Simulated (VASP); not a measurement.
# CdSe (F-43m) in VASP: a series of runs

Runs on CdSe. Level: PBE. Tasks: single point.

Everything below comes from runs of VASP 6.6.1. Logs are shortened: lines on timing, memory, paths and dates and some standing lists are left out, and cuts for length are marked.

### Step 1. The structure

It takes space group F-43m (No. 216, cubic). Conventional cell: a = 6.141 Å, b = 6.141 Å, c = 6.141 Å, α = 90.00°, β = 90.00°, γ = 90.00°. Around Cd (site symmetry -43m) lie 4 Se at 2.66 Å. Se (site symmetry -43m) has 4 Cd at 2.66 Å as nearest neighbours.

Measurements of this composition are mostly on another form, of space group No. 186.

### Step 2. Single point, PBE

INCAR

```
SYSTEM = CdSe
ALGO = Normal ; EDIFF = 1E-7
ENCUT = 350 ; GGA = PE
ISIF = 2 ; ISMEAR = 0
LASPH = .True. ; LCHARG = .False.
LREAL = .False. ; LWAVE = .False.
NBANDS = 16 ; NELM = 80
PREC = Accurate ; SIGMA = 0.02
```

KPOINTS

```
k-points
0
Gamma
  4 4 4
  0 0 0
```

POSCAR

```
CdSe
1.0
    0.0000000000      3.0702711986      3.0702711986
    3.0702711986      0.0000000000      3.0702711986
    3.0702711986      3.0702711986      0.0000000000
Cd Se
1 1
Direct
    0.0000000000      0.0000000000      0.0000000000
    0.2500000000      0.2500000000      0.2500000000
```

Potentials or basis: VASP PAW PBE potentials, release 64 (Cd_GW, Se_GW).

Launch:

```console
$ cat potpaw_PBE.64/Cd_GW/POTCAR potpaw_PBE.64/Se_GW/POTCAR > POTCAR
$ mpirun -np 1 vasp_std > vasp.out
```

OUTCAR:

```text
SYSTEM = CdSe
   EDIFF = 1E-7
   ENCUT = 350
   GGA = PE
   ISIF = 2
   ISMEAR = 0
   LASPH = .True.
   LREAL = .False.
   NELM = 80
   PREC = Accurate

 ion  position               nearest neighbor table
   1  0.000  0.000  0.000-   2 2.66   2 2.66   2 2.66   2 2.66
   2  0.250  0.250  0.250-   1 2.66   1 2.66   1 2.66   1 2.66

  LATTYP: Found a face centered cubic cell.
 ALAT       =     6.1405423972

  Lattice vectors:

 A1 = (   0.0000000000,   3.0702711986,   3.0702711986)
 A2 = (   3.0702711986,   0.0000000000,   3.0702711986)
 A3 = (   3.0702711986,   3.0702711986,   0.0000000000)

Analysis of symmetry for initial positions (statically):
=====================================================================
 Subroutine PRICEL returns:
 Original cell was already a primitive cell.

 Routine SETGRP: Setting up the symmetry group for a
 face centered cubic supercell.

 Subroutine GETGRP returns: Found 24 space group operations
 (whereof 24 operations were pure point group operations)
 out of a pool of 48 trial point group operations.

The static configuration has the point symmetry T_d .

Analysis of symmetry for dynamics (positions and initial velocities):
=====================================================================
 Subroutine PRICEL returns:
 Original cell was already a primitive cell.

 Routine SETGRP: Setting up the symmetry group for a
 face centered cubic supercell.

 Subroutine GETGRP returns: Found 24 space group operations
 (whereof 24 operations were pure point group operations)
 out of a pool of 48 trial point group operations.

The dynamic configuration has the point symmetry T_d .

 Subroutine INISYM returns: Found 24 space group operations
 (whereof 24 operations are pure point group operations),
 and found     1 'primitive' translations

----------------------------------------------------------------------------------------

                                     Primitive cell

  volume of cell :      57.8842

  direct lattice vectors                    reciprocal lattice vectors
     0.000000000  3.070271199  3.070271199    -0.162852063  0.162852063  0.162852063
     3.070271199  0.000000000  3.070271199     0.162852063 -0.162852063  0.162852063
     3.070271199  3.070271199  0.000000000     0.162852063  0.162852063 -0.162852063

  length of vectors
     4.342019169  4.342019169  4.342019169     0.282068048  0.282068048  0.282068048

  position of ions in fractional coordinates (direct lattice)
     0.000000000  0.000000000  0.000000000
     0.250000000  0.250000000  0.250000000

  ion indices of the primitive-cell ions
   primitive index   ion index
                 1           1
                 2           2

----------------------------------------------------------------------------------------

 KPOINTS: k-points

Automatic generation of k-mesh.
 Grid dimensions read from file:
 generate k-points for:    4    4    4

 Generating k-lattice:

  Cartesian coordinates                     Fractional coordinates (reciprocal lattice)
    -0.040713016  0.040713016  0.040713016     0.250000000  0.000000000  0.000000000
     0.040713016 -0.040713016  0.040713016     0.000000000  0.250000000  0.000000000
     0.040713016  0.040713016 -0.040713016     0.000000000  0.000000000  0.250000000

  Length of vectors
     0.070517012  0.070517012  0.070517012

  Shift w.r.t. Gamma in fractional coordinates (k-lattice)
     0.000000000  0.000000000  0.000000000

 Subroutine IBZKPT returns following result:
 ===========================================

 Found      8 irreducible k-points:

 Following reciprocal coordinates:
            Coordinates               Weight
  0.000000  0.000000  0.000000      1.000000
  0.250000  0.000000  0.000000      8.000000
  0.500000  0.000000  0.000000      4.000000
  0.250000  0.250000  0.000000      6.000000
  0.500000  0.250000  0.000000     24.000000
 -0.250000  0.250000  0.000000     12.000000
  0.500000  0.500000  0.000000      3.000000
 -0.250000  0.500000  0.250000      6.000000
   k-points           NKPTS =      8   k-points in BZ     NKDIM =      8   number of bands    NBANDS=     16
   number of dos      NEDOS =    301   number of ions     NIONS =      2
   total plane-waves  NPLWV =  21952
   dimension x,y,z NGX =    28 NGY =   28 NGZ =   28
   dimension x,y,z NGXF=    56 NGYF=   56 NGZF=   56
   ions per type =               1   1
   NGX,Y,Z   is equivalent  to a cutoff of  10.72, 10.72, 10.72 a.u.
   NGXF,Y,Z  is equivalent  to a cutoff of  21.44, 21.44, 21.44 a.u.
 SYSTEM =  CdSe
   PREC   = accura    normal or accurate (medium, high low for compatibility)
   ISTART =      0    job   : 0-new  1-cont  2-samecut
   ICHARG =      2    charge: 1-file 2-atom 10-const
   ISPIN  =      1    spin polarized calculation?
   LNONCOLLINEAR =      F non collinear calculations
   LSORBIT =      F    spin-orbit coupling
   LASPH  =      T    aspherical Exc in radial PAW
   ENCUT  =  350.0 eV  25.72 Ry    5.07 a.u.   6.62  6.62  6.62*2*pi/ulx,y,z
   NELM   =     80;   NELMIN=  2; NELMDL= -5     # of ELM steps
   EDIFF  = 0.1E-06   stopping-criterion for ELM
   LREAL  =      F    real-space projection
[... 7 lines left out ...]
   TEBEG  =    0.0;   TEEND  =   0.0 temperature during run
   PSTRESS=    0.0 pullay stress
   NELECT =      18.0000    total number of electrons
   NUPDOWN=      -1.0000    fix difference up-down
   EMIN   =  10.00;   EMAX   =-10.00  energy-range for DOS
   EFERMI =   0.00;   METHOD = LEGACY
   ISMEAR =     0;   SIGMA  =   0.02  broadening in eV -4-tet -1-fermi 0-gaus
   EFERMI_NEDOS =   21; number of points for ismear=-14 and -15
   IALGO  =     38    algorithm
   IMIX   =      4    mixing-type and parameters
     AMIX     =   0.40;   BMIX     =  1.00
     AMIX_MAG =   1.60;   BMIX_MAG =  1.00
  volume/ion in A,a.u.               =      28.94       195.31
  Fermi-wavevector in a.u.,A,eV,Ry     =   1.109121  2.095935 16.737199  1.230149
  Thomas-Fermi vector in A             =   2.245657
   LORBIT       =      0    0 simple, 1 ext, 2 COOP (PROOUT), +10 PAW based schemes
   GGA     = PE    functional components
   LHFCALC =     F    Hartree Fock is set to
   AEXX    =    0.0000 exact exchange contribution
   IVDW    =     0    specifies the selected vdW correction
   LEPSILON=     F    determine dielectric tensor
   LRPA    =     F    only Hartree local field effects (RPA)
 non-spin polarized calculation
 Gauss-broadening in eV      SIGMA  =   0.02
  energy-cutoff  :      350.00
  volume of cell :       57.88
 maximum number of plane-waves:       878
 NGX is ok and might be reduce to    28
   NGX = 13   NGY = 13   NGZ = 13

 number of electron      17.9999999 magnetization

 Free energy of the ion-electron system (eV)
  ---------------------------------------------------
  ext. energy  EPLUGINS =         0.00000000
  ---------------------------------------------------
  free energy    TOTEN  =        -5.47435931 eV

  energy without entropy =       -5.47435931  energy(sigma->0) =       -5.47435931

 E-fermi :   1.9948     XC(G=0):  -8.7553

 val. band max:        1.8843542091   @ k =   0.0000   0.0000   0.0000
 cond. band min:       2.4072958402   @ k =   0.0000   0.0000   0.0000
 fundamental gap:      0.5229416311
 Fermi energy:         1.9947723392

 k-point     1 :       0.0000    0.0000    0.0000
  band No.  band energies     occupation
      1     -10.5453      2.00000
      2      -5.9810      2.00000
      3      -5.9810      2.00000
      4      -5.9810      2.00000
      5      -5.6389      2.00000
      6      -5.6389      2.00000
      7       1.8844      2.00000
      8       1.8844      2.00000
      9       1.8844      2.00000
     10       2.4073      0.00000
     11       7.7973      0.00000
     12       7.7973      0.00000
     13       7.7973      0.00000
     14      11.5331      0.00000
     15      12.9111      0.00000
     16      12.9111      0.00000

 k-point     2 :       0.2500    0.0000    0.0000
  band No.  band energies     occupation
      1     -10.3715      2.00000
      2      -5.9309      2.00000
      3      -5.9309      2.00000
      4      -5.7792      2.00000
      5      -5.6369      2.00000
      6      -5.6369      2.00000
      7      -0.7174      2.00000
      8       1.5031      2.00000
      9       1.5031      2.00000
     10       4.1069      0.00000
     11       7.7799      0.00000
     12       8.3006      0.00000
     13       8.3006      0.00000
     14      11.9018      0.00000
     15      11.9018      0.00000
     16      11.9296      0.00000

 k-point     3 :       0.5000    0.0000    0.0000
  band No.  band energies     occupation
      1     -10.1948      2.00000
      2      -5.8945      2.00000
      3      -5.8945      2.00000
      4      -5.6167      2.00000
      5      -5.6167      2.00000
      6      -5.3628      2.00000
      7      -2.3481      2.00000
      8       1.1733      2.00000
      9       1.1733      2.00000
     10       4.2180      0.00000
     11       8.3042      0.00000
     12       8.3042      0.00000
     13       9.1978      0.00000
     14      11.8077      0.00000
     15      13.8479      0.00000
     16      13.8479      0.00000

 k-point     4 :       0.2500    0.2500    0.0000
  band No.  band energies     occupation
      1     -10.3147      2.00000
      2      -5.8690      2.00000
      3      -5.8690      2.00000
      4      -5.8256      2.00000
      5      -5.6430      2.00000
      6      -5.6116      2.00000
      7      -0.6358      2.00000
      8       0.9041      2.00000
      9       0.9041      2.00000
     10       5.0919      0.00000
     11       6.0985      0.00000
     12       9.4427      0.00000
     13       9.4427      0.00000
     14       9.7242      0.00000
     15      13.3751      0.00000
     16      14.9084      0.00000

 k-point     5 :       0.5000    0.2500    0.0000
  band No.  band energies     occupation
      1     -10.1409      2.00000
      2      -5.8514      2.00000
      3      -5.8153      2.00000
      4      -5.6957      2.00000
      5      -5.6070      2.00000
      6      -5.3301      2.00000
      7      -1.9424      2.00000
      8      -0.0270      2.00000
      9       0.6093      2.00000
     10       5.5377      0.00000
     11       6.9785      0.00000
     12       8.9497      0.00000
     13       9.7374      0.00000
     14      11.6195      0.00000
     15      14.0827      0.00000
     16      14.7450      0.00000

 k-point     6 :      -0.2500    0.2500    0.0000
  band No.  band energies     occupation
      1     -10.1980      2.00000
      2      -5.8697      2.00000
      3      -5.8661      2.00000
      4      -5.6499      2.00000
      5      -5.6467      2.00000
      6      -5.4396      2.00000
      7      -1.6264      2.00000
      8      -0.0798      2.00000
      9       1.1505      2.00000
     10       5.5449      0.00000
     11       7.7364      0.00000
     12       8.1470      0.00000
     13       8.9498      0.00000
     14      11.4858      0.00000
     15      13.0111      0.00000
     16      14.7975      0.00000

 k-point     7 :       0.5000    0.5000    0.0000
  band No.  band energies     occupation
      1     -10.0844      2.00000
      2      -5.8005      2.00000
      3      -5.7410      2.00000
      4      -5.7410      2.00000
      5      -5.5848      2.00000
      6      -5.3005      2.00000
      7      -2.0788      2.00000
      8       0.1239      2.00000
      9       0.1239      2.00000
     10       5.0604      0.00000
     11       5.5997      0.00000
     12      10.8351      0.00000
     13      11.9113      0.00000
     14      11.9113      0.00000
     15      14.0742      0.00000
     16      15.0511      0.00000

 k-point     8 :      -0.2500    0.5000    0.2500
  band No.  band energies     occupation
      1     -10.0852      2.00000
      2      -5.8080      2.00000
      3      -5.8055      2.00000
      4      -5.6698      2.00000
      5      -5.6335      2.00000
      6      -5.1880      2.00000
      7      -1.9799      2.00000
      8      -0.2468      2.00000
      9      -0.2103      2.00000
     10       6.7764      0.00000
     11       7.0886      0.00000
     12       8.2744      0.00000
     13       9.4723      0.00000
     14      12.1961      0.00000
     15      14.3709      0.00000
     16      14.7069      0.00000

------------------------ aborting loop because EDIFF is reached ----------------------------------------

  FORCE on cell =-STRESS in cart. coord.  units (eV):
  Direction    XX          YY          ZZ          XY          YZ          ZX
  --------------------------------------------------------------------------------------
  -------------------------------------------------------------------------------------
  Total        0.4013729      0.4013729      0.4013729     -0.0000000      0.0000000     -0.0000000
  in kB       11.1096010     11.1096010     11.1096010     -0.0000000      0.0000000     -0.0000000
  external PRESSURE =      11.1096010 kB  Pullay stress =       0.0000000 kB

 VOLUME and BASIS-vectors are now :
 -----------------------------------------------------------------------------
  energy-cutoff  :      350.00
  volume of cell :       57.88
      direct lattice vectors                 reciprocal lattice vectors
     0.000000000  3.070271199  3.070271199    -0.162852063  0.162852063  0.162852063
     3.070271199  0.000000000  3.070271199     0.162852063 -0.162852063  0.162852063
     3.070271199  3.070271199  0.000000000     0.162852063  0.162852063 -0.162852063

 POSITION                                       TOTAL-FORCE (eV/Angst)
 -----------------------------------------------------------------------------------
      0.00000      0.00000      0.00000         0.000000      0.000000      0.000000
      1.53514      1.53514      1.53514        -0.000000     -0.000000     -0.000000
 -----------------------------------------------------------------------------------
    total drift:                                0.000001      0.000001      0.000001

  FREE ENERGIE OF THE ION-ELECTRON SYSTEM (eV)
  ---------------------------------------------------
  free  energy   TOTEN  =        -5.4743593121 eV

  energy  without entropy=       -5.4743593121  energy(sigma->0) =       -5.47435931
```

It took 13 s on 1 thread of Intel Xeon Platinum 8259CL at 2.50GHz (Skylake/Cascade Lake), shared host; peak memory 0.16 GiB.

Results:

```
Free energy            : -5.4744 eV
Pressure               : 1.1 GPa
Band gap on the k mesh : 0.52 eV, direct
```

Levels at points of the mesh, in eV from the valence-band top:
```tsv
k point	band 5	band 6	band 7	band 8	band 9	band 10	band 11	band 12	band 13	band 14
(0.00, 0.00, 0.00)	-7.52	-7.52	0.00	0.00	0.00	0.52	5.91	5.91	5.91	9.65
(0.50, 0.00, 0.00)	-7.50	-7.25	-4.23	-0.71	-0.71	2.33	6.42	6.42	7.31	9.92
(0.50, 0.50, 0.00)	-7.47	-7.18	-3.96	-1.76	-1.76	3.18	3.72	8.95	10.03	10.03
```

Caveat: the k mesh is coarse (spacing up to 0.44 Å⁻¹), so the values aren't converged.

### Step 3. Single point, PBE

INCAR

```
SYSTEM = CdSe
ALGO = Fast
EDIFF = 1E-6
ENCUT = 500
GGA = PE
ISIF = 2
ISMEAR = 0
LASPH = .True.
LCHARG = .False.
LREAL = .False.
LWAVE = .False.
NBANDS = 16
NELM = 80
PREC = Accurate
SIGMA = 0.02
```

KPOINTS

```
k-points
0
Gamma
  5 5 5
  0 0 0
```

POSCAR is that of step 2.

Potentials or basis: VASP PAW PBE potentials, release 64 (Cd_GW, Se_GW).

Launch:

```console
$ cat potpaw_PBE.64/Cd_GW/POTCAR potpaw_PBE.64/Se_GW/POTCAR > POTCAR
$ mpirun -np 1 vasp_std > vasp.out
```

Wall time 23 s (1 thread of AMD EPYC, shared host); peak memory 0.15 GiB.

The run converged. Its results:

```
Free energy            : -5.5104 eV
Pressure               : 1.4 GPa
Band gap on the k mesh : 0.54 eV, direct
```

Levels at points of the mesh, in eV from the valence-band top:
```
           k point  band 6  band 7  band 8  band 9  band 10  band 11  band 12  band 13
(0.00, 0.00, 0.00)   -7.51    0.00    0.00    0.00     0.54     5.93     5.93     5.93
```

PBE gaps usually lie below the measured ones, often by a third to a half.
